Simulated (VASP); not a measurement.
Runs of VASP 6.6.1 on Ni. The structure is cubic, space group Fm-3m (No. 225). The conventional cell has a = 3.475 Å, b = 3.475 Å, c = 3.475 Å, α = 90.00°, β = 90.00°, γ = 90.00°. Ni (site symmetry m-3m) has 12 Ni at 2.46 Å as nearest neighbours. 

```tsv
task	level	cell	cutoff (eV)	smearing	gap on the mesh (eV)	pressure (GPa)	moment (μB)	relaxed volume (Å³/atom)
relaxation of cell and atoms	PBE+D3	relaxed	600	fermi-dirac 0.05 eV	none	-0.1	0.62	(a)
relaxation of cell and atoms	SCAN	relaxed	600	methfessel-paxton 0.1 eV	none	0.0	0.67	10.27
band structure	TB-mBJ	as given	520	fermi-dirac 0.05 eV	-	-	0.67	-
relaxation of cell and atoms	BLYP	relaxed	600	fermi-dirac 0.05 eV	none	0.0	0.62	11.43
single point	PBE	as given	520	gaussian 0.013 eV	none	7.7	0.62	-
```

Alike in all rows: potentials or basis VASP PAW PBE potentials, release 64 (Ni); spin collinear, ferromagnetic start; k mesh 13 × 13 × 13.

Problem. Fill in the values left out.

Solution. (a) 10.50.

Caveats: the PAW data sets were made with another functional, which shifts forces and pressure a little (some runs); pairwise dispersion overbinds metals, which lowers pressure and volume (some runs).

A k mesh can miss the band edges.

A gap of «none» marks a metal or a gap under the smearing width.

Not every run made on this cell is shown here.
